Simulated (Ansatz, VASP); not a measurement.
# Cross-check of LuAl2 between VASP and Ansatz

Wanted: the spread between two codes on one cell, functional and k mesh. The cell is taken from a series of runs on this material, whose earlier steps may have relaxed, scaled, displaced or heated it; both programs get it as it stands.

Program: Ansatz 0.2.0. Level of theory: plane waves, with VASP 6.6.1 beside it; relaxation of cell and atoms at r2SCAN. Results are calculated unless marked as measured.

## Step 1: The starting structure

Symmetry: Fd-3m, No. 227, cubic system. The conventional cell has a = 7.712 Å, b = 7.712 Å, c = 7.712 Å, α = 90.00°, β = 90.00°, γ = 90.00°. Nearest to Lu lie 12 Al at 3.20 Å and 4 Lu at 3.34 Å. Al has 6 Al at 2.73 Å and 6 Lu at 3.20 Å nearest. Farther neighbours are not listed.

Structure file:

```cif
data_structure
_symmetry_space_group_name_H-M 'P 1'
_symmetry_Int_Tables_number 1
_cell_length_a 5.4534
_cell_length_b 5.4534
_cell_length_c 5.4534
_cell_angle_alpha 60.000
_cell_angle_beta 60.000
_cell_angle_gamma 60.000
_cell_volume 114.68
loop_
_atom_site_label
_atom_site_type_symbol
_atom_site_fract_x
_atom_site_fract_y
_atom_site_fract_z
_atom_site_occupancy
Lu1 Lu 0.50000 0.50000 0.50000 1
Lu2 Lu 0.75000 0.75000 0.75000 1
Al3 Al 0.12500 0.12500 0.12500 1
Al4 Al 0.62500 0.12500 0.12500 1
Al5 Al 0.12500 0.62500 0.12500 1
Al6 Al 0.12500 0.12500 0.62500 1
```

## Step 2: VASP: relaxation of cell and atoms, r2SCAN

The relaxed volume is the usual yardstick between codes: in a stiff, nearly cubic crystal its relative difference is about their pressure difference at one cell divided by the bulk modulus.

Lines of VASP's logs that name or quote its potential files are left out, and so is its time.

INCAR reads:

```
SYSTEM = LuAl2
PREC = Accurate
ENCUT = 550
EDIFF = 1E-07
NELM = 120
ISMEAR = 0
SIGMA = 0.1
LREAL = .FALSE.
ALGO = Normal
METAGGA = R2SCAN
LASPH = .TRUE.
NBANDS = 21
LORBIT = 11
LWAVE = .FALSE.
LCHARG = .FALSE.
ISIF = 3
IBRION = 2
NSW = 80
EDIFFG = -0.005
GGA_COMPAT = .FALSE.
NELMIN = 4
LMIXTAU = .TRUE.
KPAR = 2
```

POSCAR reads:

```
LuAl2
1.0
    0.0000000000      3.8561650000      3.8561650000
    3.8561650000      0.0000000000      3.8561650000
    3.8561650000      3.8561650000      0.0000000000
Lu Al
2 4
Direct
    0.5000000000      0.5000000000      0.5000000000
    0.7500000648      0.7500000648      0.7500000648
    0.1249999676      0.1249999676      0.1249999676
    0.6250000972      0.1249999676      0.1249999676
    0.1249999676      0.6250000972      0.1249999676
    0.1249999676      0.1249999676      0.6250000972
```

KPOINTS reads:

```
Automatic mesh
0
Gamma
8 8 8
0 0 0
```

Potentials, in the order of the species: Lu_3 and Al (PBE family, release 64).

On the command line:

```
mpirun -np 2 vasp_std
```

Numbers of over 12 decimals in the logs are rounded to 6 here.

The log of the run:

```text
[banner, memory and clock lines left out]
running    2 mpi-ranks, on    1 nodes
 distrk:  each k-point on    1 cores,    2 groups
 distr:  one band on    1 cores,    1 groups

 POSCAR found type information on POSCAR LuAl
 POSCAR found :  2 types and       6 ions
|                                                                             |
|               ----> ADVICE to this user running VASP <----                  |
|                                                                             |
|     You enforced a specific xc type in the INCAR file but a different       |
|     [... a line on the potential file left out ...]
|     I HOPE YOU KNOW WHAT YOU ARE DOING!                                     |
|                                                                             |

 LDA part: xc-table for (None), standard interpolation
 POSCAR, INCAR and KPOINTS ok, starting setup
 FFT: planning ... GRIDC
 FFT: planning ... GRID_SOFT
 FFT: planning ... GRID
 WAVECAR not read
 entering main loop
       N       E                     dE             d eps       ncg     rms          rms(c)
DAV:   1     0.354871486431E+02    0.35487E+02   -0.13253E+04  2000   0.151E+03
DAV:   2    -0.100872148669E+03   -0.13636E+03   -0.13087E+03  2228   0.668E+02
DAV:   3    -0.108389116245E+03   -0.75170E+01   -0.71214E+01  2244   0.831E+01
DAV:   4    -0.108609289030E+03   -0.22017E+00   -0.21641E+00  2364   0.116E+01
DAV:   5    -0.108612435891E+03   -0.31469E-02   -0.31185E-02  2060   0.170E+00    0.354E+01
DAV:   6    -0.106325971102E+03    0.22865E+01   -0.10539E+00  1964   0.215E+01    0.199E+01
DAV:   7    -0.105800499117E+03    0.52547E+00   -0.54662E-01  2132   0.119E+01    0.788E-01
DAV:   8    -0.106394044191E+03   -0.59355E+00   -0.77528E-01  1831   0.623E+00    0.291E+00
DAV:   9    -0.106389960005E+03    0.40842E-02   -0.36891E-02  1948   0.220E+00    0.168E+00
DAV:  10    -0.106378522825E+03    0.11437E-01   -0.22151E-03  2180   0.575E-01    0.157E+00
DAV:  11    -0.106378611354E+03   -0.88529E-04   -0.41889E-05  1844   0.104E-01    0.157E+00
DAV:  12    -0.106374812524E+03    0.37988E-02   -0.60676E-02  2148   0.258E+00    0.434E-01
DAV:  13    -0.106389421199E+03   -0.14609E-01   -0.43063E-02  1919   0.186E+00    0.698E-01
DAV:  14    -0.106389683863E+03   -0.26266E-03   -0.18453E-03  1951   0.474E-01    0.669E-01
[...]
DAV:  27    -0.106391353802E+03   -0.32246E-04   -0.32659E-05  2212   0.457E-02    0.126E-01
DAV:  28    -0.106391372714E+03   -0.18912E-04   -0.75605E-06  2220   0.234E-02    0.532E-02
DAV:  29    -0.106391379369E+03   -0.66544E-05   -0.30611E-06  2188   0.151E-02    0.295E-02
DAV:  30    -0.106391383927E+03   -0.45584E-05   -0.28658E-07  1310   0.689E-03    0.122E-02
DAV:  31    -0.106391385313E+03   -0.13863E-05   -0.43140E-07  1271   0.888E-03    0.658E-03
DAV:  32    -0.106391386141E+03   -0.82782E-06   -0.22791E-07  1225   0.892E-03    0.430E-03
DAV:  33    -0.106391386272E+03   -0.13104E-06   -0.47096E-08   954   0.552E-03    0.199E-03
DAV:  34    -0.106391386201E+03    0.71728E-07   -0.30971E-08   894   0.728E-03
   1 F= -.10639139E+03 E0= -.10638100E+03  d E =-.106391E+03
 curvature:   0.00 expect dE= 0.000E+00 dE for cont linesearch  0.000E+00
 trial: gam= 0.00000 g(F)=  0.326E-41 g(S)=  0.111E-03 ort = 0.000E+00 (trialstep = 0.100E+01)
 search vector abs. value=  0.111E-03
 bond charge predicted
       N       E                     dE             d eps       ncg     rms          rms(c)
DAV:   1    -0.106391529941E+03   -0.14367E-03   -0.53637E-03  1498   0.213E+00    0.145E-01
DAV:   2    -0.106391420914E+03    0.10903E-03   -0.41129E-04  1893   0.325E-01    0.391E-02
DAV:   3    -0.106391374034E+03    0.46879E-04   -0.71286E-05  1964   0.173E-01    0.185E-02
DAV:   4    -0.106391367576E+03    0.64586E-05   -0.18620E-05  2010   0.825E-02    0.166E-02
DAV:   5    -0.106391368842E+03   -0.12658E-05   -0.27828E-06  2021   0.150E-02    0.627E-03
DAV:   6    -0.106391370504E+03   -0.16624E-05   -0.16743E-06  1994   0.158E-02    0.150E-03
DAV:   7    -0.106391371460E+03   -0.95643E-06   -0.82892E-07  1785   0.868E-03    0.149E-03
DAV:   8    -0.106391371299E+03    0.16175E-06   -0.20667E-08   904   0.272E-03    0.510E-04
DAV:   9    -0.106391371537E+03   -0.23851E-06   -0.13127E-08   819   0.349E-03    0.407E-04
DAV:  10    -0.106391371483E+03    0.54250E-07   -0.88457E-09   774   0.332E-03
   2 F= -.10639137E+03 E0= -.10638101E+03  d E =0.147176E-04
 trial-energy change:    0.000015  1 .order   -0.000022   -0.000111    0.000067
 step:   0.3447(harm=  0.6232)  dis= 0.00000  next Energy=  -106.391404 (dE=-0.177E-04)
 bond charge predicted
       N       E                     dE             d eps       ncg     rms          rms(c)
DAV:   1    -0.106391431171E+03   -0.59634E-04   -0.23101E-03  1488   0.139E+00    0.944E-02
DAV:   2    -0.106391422414E+03    0.87578E-05   -0.17796E-04  1872   0.214E-01    0.255E-02
DAV:   3    -0.106391407491E+03    0.14923E-04   -0.31258E-05  1955   0.115E-01    0.122E-02
DAV:   4    -0.106391404388E+03    0.31026E-05   -0.77464E-06  2013   0.534E-02    0.108E-02
DAV:   5    -0.106391402529E+03    0.18598E-05   -0.10997E-06  1859   0.960E-03    0.410E-03
DAV:   6    -0.106391401178E+03    0.13508E-05   -0.34743E-07  1262   0.102E-02    0.962E-04
DAV:   7    -0.106391400758E+03    0.41947E-06   -0.15595E-07  1031   0.128E-02    0.832E-04
DAV:   8    -0.106391400957E+03   -0.19905E-06   -0.19563E-08   744   0.316E-03    0.426E-04
DAV:   9    -0.106391400822E+03    0.13553E-06   -0.14849E-08   729   0.500E-03    0.269E-04
DAV:  10    -0.106391400796E+03    0.26116E-07   -0.97744E-09   709   0.265E-03
   3 F= -.10639140E+03 E0= -.10638103E+03  d E =-.145952E-04
 curvature:  -0.14 expect dE=-0.303E-05 dE for cont linesearch -0.303E-05
 trial: gam=-0.24625 g(F)=  0.270E-41 g(S)=  0.215E-04 ort = 0.489E-04 (trialstep = 0.869E+00)
 search vector abs. value=  0.413E-05
 reached required accuracy - stopping structural energy minimisation
```

From OUTCAR (step 2):

```text
ion  position               nearest neighbor table
   1  0.500  0.500  0.500-   5 3.20   6 3.20   4 3.20   6 3.20   4 3.20   5 3.20   3 3.20   3 3.20
                             3 3.20   4 3.20   5 3.20   6 3.20   2 3.34   2 3.34   2 3.34   2 3.34
   2  0.750  0.750  0.750-   4 3.20   5 3.20   6 3.20   3 3.20   3 3.20   3 3.20   4 3.20   5 3.20
                             6 3.20   4 3.20   5 3.20   6 3.20   1 3.34   1 3.34   1 3.34   1 3.34
   3  0.125  0.125  0.125-   4 2.73   5 2.73   6 2.73   4 2.73   5 2.73   6 2.73   2 3.20   2 3.20
                             2 3.20   1 3.20   1 3.20   1 3.20
   4  0.625  0.125  0.125-   3 2.73   5 2.73   6 2.73   5 2.73   6 2.73   3 2.73   2 3.20   1 3.20
                             1 3.20   1 3.20   2 3.20   2 3.20
   5  0.125  0.625  0.125-   3 2.73   4 2.73   6 2.73   4 2.73   6 2.73   3 2.73   2 3.20   1 3.20
                             1 3.20   1 3.20   2 3.20   2 3.20
   6  0.125  0.125  0.625-   3 2.73   4 2.73   5 2.73   5 2.73   4 2.73   3 2.73   2 3.20   1 3.20
                             1 3.20   1 3.20   2 3.20   2 3.20

  LATTYP: Found a face centered cubic cell.
 ALAT       =     7.7123300000

 Subroutine GETGRP returns: Found 48 space group operations
 (whereof 24 operations were pure point group operations)

The static configuration has the point symmetry T_d .
 The point group associated with its full space group is O_h .

 Found     29 irreducible k-points:

   k-points           NKPTS =     29   k-points in BZ     NKDIM =     29   number of bands    NBANDS=     21

   dimension x,y,z NGX =    42 NGY =   42 NGZ =   42
   dimension x,y,z NGXF=    84 NGYF=   84 NGZF=   84

   ENCUT  =  550.0 eV  40.42 Ry    6.36 a.u.  10.43 10.43 10.43*2*pi/ulx,y,z

   NELECT =      30.0000    total number of electrons

 k-points in reciprocal lattice and weights: Automatic mesh
   0.00000000  0.00000000  0.00000000       0.002
   0.12500000  0.00000000  0.00000000       0.016
   0.25000000  0.00000000  0.00000000       0.016
   0.37500000  0.00000000  0.00000000       0.016
   0.50000000  0.00000000  0.00000000       0.008
   0.12500000  0.12500000  0.00000000       0.012
   0.25000000  0.12500000  0.00000000       0.047
   0.37500000  0.12500000  0.00000000       0.047
   0.50000000  0.12500000  0.00000000       0.047
[...]
-0.37500000  0.50000000  0.12500000       0.023
  -0.25000000  0.50000000  0.25000000       0.012

 average (electrostatic) potential at core
       1 -34.0130       2 -34.0130       3 -76.9595       4 -76.9595       5 -76.9595
       6 -76.9595

 E-fermi :   5.9143

 k-point     1 :       0.0000    0.0000    0.0000
  band No.  band energies     occupation
    ...
     13       3.2105      2.00000
     14       3.2105      2.00000
     15       3.8102      2.00000
     16       3.8102      2.00000
     17       5.8578      1.57620
     18       8.5925      0.00000
     19       8.5925      0.00000
     20       8.5925      0.00000
     21      10.7459      0.00000

 k-point     2 :       0.1250    0.0000    0.0000
  band No.  band energies     occupation
    ...
     12       3.4288      2.00000
     13       3.4288      2.00000
     14       4.1885      2.00000
     15       4.2402      2.00000
     16       4.2402      2.00000
     17       6.4484      0.00000
     18       8.0304      0.00000
     19       8.6344      0.00000
     20       8.6344      0.00000
     21      10.3780      0.00000

 k-point     3 :       0.2500    0.0000    0.0000
  band No.  band energies     occupation
    ...
     12       3.6231      2.00000
     13       3.6231      2.00000
     14       4.9479      2.00000
     15       4.9479      2.00000
     16       5.3056      2.00000
     17       7.0261      0.00000
     18       7.7364      0.00000
     19       8.7947      0.00000
     20       8.7947      0.00000
     21       9.4814      0.00000

  Total       -0.0298238     -0.0298238     -0.0298238     -0.0000000      0.0000000      0.0000000
  in kB       -0.4168911     -0.4168911     -0.4168911     -0.0000000      0.0000000      0.0000000
  external PRESSURE =      -0.4168911 kB  Pullay stress =       0.0000000 kB

  energy-cutoff  :      550.00
  volume of cell :      114.62
      direct lattice vectors                 reciprocal lattice vectors
    -0.000000000  3.855438495  3.855438495    -0.129686935  0.129686935  0.129686935
     3.855438495 -0.000000000  3.855438495     0.129686935 -0.129686935  0.129686935
     3.855438495  3.855438495  0.000000000     0.129686935  0.129686935 -0.129686935

 POSITION                                       TOTAL-FORCE (eV/Angst)
 -----------------------------------------------------------------------------------
      3.85544      3.85544      3.85544        -0.000000     -0.000000     -0.000000
      5.78316      5.78316      5.78316         0.000000      0.000000      0.000000
      0.96386      0.96386      0.96386         0.000000     -0.000000      0.000000
      0.96386      2.89158      2.89158        -0.000000      0.000000     -0.000000
      2.89158      0.96386      2.89158        -0.000000      0.000000      0.000000
      2.89158      2.89158      0.96386         0.000000     -0.000000      0.000000
 -----------------------------------------------------------------------------------
    total drift:                               -0.000038     -0.000038     -0.000034

  FREE ENERGIE OF THE ION-ELECTRON SYSTEM (eV)
  ---------------------------------------------------
  free  energy   TOTEN  =      -106.3914007957 eV

  energy  without entropy=     -106.3706520317  energy(sigma->0) =     -106.38102641

 reached required accuracy - stopping structural energy minimisation

 total charge
# of ion       s       p       d       tot
------------------------------------------
    1        0.378   6.550   1.068   7.996
    2        0.378   6.550   1.068   7.996
    3        0.407   0.417   0.000   0.824
    4        0.407   0.417   0.000   0.824
    5        0.407   0.417   0.000   0.824
    6        0.407   0.417   0.000   0.824
--------------------------------------------------
tot          2.386  14.766   2.136  19.287

[... 3 further parts left out ...]
```

CONTCAR:

```
LuAl2
   1.00000000000000
    -0.0000000000000000    3.8554384951873133    3.8554384951873133
     3.8554384951873133   -0.0000000000000000    3.8554384951873133
     3.8554384951873133    3.8554384951873133    0.0000000000000000
  Lu              Al
     2     4
Direct
     0.5000000000000000    0.5000000000000000    0.5000000000000000
     0.7500000647999983    0.7500000647999983    0.7500000647999983
     0.1249999675999973    0.1249999675999973    0.1249999675999973
     0.6250000972000009    0.1249999675999973    0.1249999675999973
     0.1249999675999973    0.6250000972000009    0.1249999675999973
     0.1249999675999973    0.1249999675999973    0.6250000972000009
```

The data set Lu_3 holds the 4f electrons frozen in the core, so no f bands or f moments appear. The run keeps the 48 symmetry operations of its start, so it cannot find a distortion of lower symmetry.

[end of part 1 of 2]

[Lines on the potential files, build, host, timing and source positions are cut from VASP's logs without a mark.]

[Logs are printed without paths, hosts, clocks, repeated set-up lines and the standing remarks that a program may print on its own settings, such as how far it seeks lower states.]

[Hosts, paths, dates, database ids (printed as entryN), source tags and the programs' standing remarks are cut or masked in the printed files.]
